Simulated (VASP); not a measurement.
Here is a VASP 6.6.1 calculation.

File INCAR:

```
SYSTEM = Al
PREC     = Accurate       ! precision mode
ENCUT    = 520            ! plane-wave cutoff, eV
EDIFF    = 1E-6           ! SCF threshold, eV
ISMEAR   = 0              ! smearing method
SIGMA    = 0.1            ! smearing width, eV
LREAL    = .False.        ! projectors in reciprocal space
LASPH    = .True.         ! aspherical terms in the spheres
NELM     = 100            ! most SCF steps
ALGO     = Normal         ! electronic algorithm
ISIF     = 2              ! what is computed and relaxed
LWAVE    = .False.        ! write WAVECAR
LCHARG   = .True.         ! write CHGCAR
GGA      = PE             ! functional
LELF     = .True.         ! ELF
LVHAR    = .True.       
NBANDS   = 8              ! bands
```

KPOINTS

```
regular mesh
0
Gamma
  10 10 10
  0 0 0
```

The input POSCAR:

```
Al
1.0
   -1.5912186900      1.5912186900      1.5912186900
    1.5912186900     -1.5912186900      1.5912186900
    1.5912186900      1.5912186900     -1.5912186900
Al
1
Direct
    0.0000000000      0.0000000000      0.0000000000
```

Potentials or basis: VASP PAW PBE potentials, release 64 (Al).

Run with:

```console
$ cat potpaw_PBE.64/Al/POTCAR > POTCAR
$ mpirun -np 1 vasp_std > vasp.out
```

Estimate the pressure.

4.3 GPa.

Estimate the band gap on the k mesh.

none (metal or under the smearing width).
